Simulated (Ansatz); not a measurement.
# SiNi2: hydrostatic pressure series

These are results of Ansatz 0.2.0, DFT PBEsol, scalar-relativistic, plane waves, PAW, not measurements. (420 eV cutoff, 12×12×8 k-mesh, Gaussian smearing of 0.10 eV, no spin polarisation)

Starting point, cell and atoms relaxed:

```xyz
6
Lattice="3.8685 0.0000 0.0000 -1.9342 3.3502 0.0000 0.0000 0.0000 4.9170" Properties=species:S:1:pos:R:3 pbc="T T T"
Si    0.0000    2.2335    3.6877
Si    1.9342    1.1167    1.2292
Ni    0.0000    0.0000    0.0000
Ni    0.0000    0.0000    2.4585
Ni    0.0000    2.2335    1.2292
Ni    1.9342    1.1167    3.6877
```

Cell and atoms are relaxed at each pressure within the symmetry of the start, at zero temperature, so transitions that lower the symmetry aren't seen. The k-mesh given is that at zero pressure and may differ at others. a, b and c are the lengths of the cell vectors above.

| P (GPa) | V (Å³/atom) | V/V0 | a (Å) | b (Å) | c (Å) |
| --- | --- | --- | --- | --- | --- |
| -3 | 10.77 | 1.014 | 3.884 | 3.884 | 4.945 |
| 0 | 10.62 | 1.000 | 3.868 | 3.868 | 4.917 |
| 3 | 10.48 | 0.987 | 3.853 | 3.853 | 4.891 |
| 8 | 10.28 | 0.968 | 3.831 | 3.831 | 4.850 |
| 15 | 10.02 | 0.944 | 3.803 | 3.803 | 4.802 |
| 30 | 9.57 | 0.901 | 3.750 | 3.750 | 4.715 |
| 60 | 8.90 | 0.838 | 3.667 | 3.667 | 4.587 |

(1) What bulk modulus and pressure derivative fit these points?

(2) Which cell vector or vectors give way most up to 60 GPa?

Results:

(1) A third-order Birch–Murnaghan fit gives B0 = 226 GPa and B0' = 4.6.

(2) c: the changes are a -5.2 %, b -5.2 %, c -6.7 %.